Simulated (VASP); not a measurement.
Wanted: the native input for a VASP 6.6.1 run.

```yaml
Task: single point
Functional: PBE
Potentials_or_basis: VASP PAW PBE potentials, release 64 (Mg, Ge_d)
Cutoff: 520 eV
k_mesh: 5 × 5 × 5
Occupations: methfessel-paxton, width 0.0105 eV
Spin: no spin polarisation
Dipole_correction: no
Further_INCAR_settings: ALGO = Fast; EDIFF = 1e-07; NBANDS = 16
```

The structure of Mg2Ge lies in POSCAR:

```
Mg2Ge
1.0
    0.0000000000      3.2088887233      3.2088887233
    3.2088887233      0.0000000000      3.2088887233
    3.2088887233      3.2088887233      0.0000000000
Mg Ge
2 1
Direct
    0.2500000000      0.2500000000      0.2500000000
    0.7500000000      0.7500000000      0.7500000000
    0.0000000000      0.0000000000      0.0000000000
```

The cell was built by a generator and needn't be a form met in nature.

The input as run:

INCAR

```
SYSTEM = Mg2Ge
  ALGO = Fast
  EDIFF = 1E-7
  ENCUT = 520
  GGA = PE
  ISIF = 2
  ISMEAR = 1
  LASPH = .True.
  LCHARG = .False.
  LREAL = .False.
  LWAVE = .False.
  NBANDS = 16
  NELM = 80
  PREC = Accurate
  SIGMA = 0.0105
```

KPOINTS

```
k-points
0
Gamma
  5 5 5
  0 0 0
```

Potentials or basis: VASP PAW PBE potentials, release 64 (Mg, Ge_d).

The run is started by

```sh
$ cat potpaw_PBE.64/Mg/POTCAR potpaw_PBE.64/Ge_d/POTCAR > POTCAR
$ mpirun -np 1 vasp_std > vasp.out
```

Results of the run:

```yaml
Pressure: -0.2 GPa
Band_gap_on_the_k_mesh: 0.41 eV, indirect (least direct gap 0.95 eV)
```

Caveat: an odd mesh through Γ misses points on the zone boundary, where band edges often lie.

It took 12 s on 1 thread of Intel(R) Xeon(R) 6975P-C (Granite Rapids), with other jobs on the host, peak memory 0.2 GiB.
